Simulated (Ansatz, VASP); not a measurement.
MgS in VASP and in Ansatz

```
CELL_PARAMETERS angstrom
0.00000 2.79695 2.79695
2.79695 0.00000 2.79695
2.79695 2.79695 0.00000
ATOMIC_POSITIONS crystal
Mg 0.00000 0.00000 0.00000
S 0.25000 0.25000 0.25000
```

The cell was built by a generator and needn't be a form met in nature.

Alike in both runs: functional LDA; k mesh 8 × 8 × 8; occupations gaussian, width 0.02 eV; no spin polarisation.

Ansatz relaxed the structure, and its values are those at the end. VASP's run is a single point on that final structure, the one shown.

|  | VASP | Ansatz |
| --- | --- | --- |
| version | VASP 6.6.1 | Ansatz 0.2.0 |
| potentials or method | VASP PAW LDA potentials, release 64 (Mg, S) | scalar-relativistic, plane waves, PAW |
| plane-wave cutoff (eV) | 520 | 420 |
| valence electrons in the cell | 8 | 16 |

```tsv
	VASP	Ansatz	Ansatz less VASP
gap on the k mesh at the Fermi level (eV)	3.38	3.36	-0.012
least direct gap on the mesh (eV)	3.38	3.36	-0.012
pressure (GPa)	-0.3	0.0	+0.34
```

The two sets of potentials don't hold the same shells in valence. Ansatz warned: «pseudo_functional_mismatch».

A k mesh can miss the band edges. Expect the measured gap to be larger: semilocal functionals such as LDA lack the derivative discontinuity.
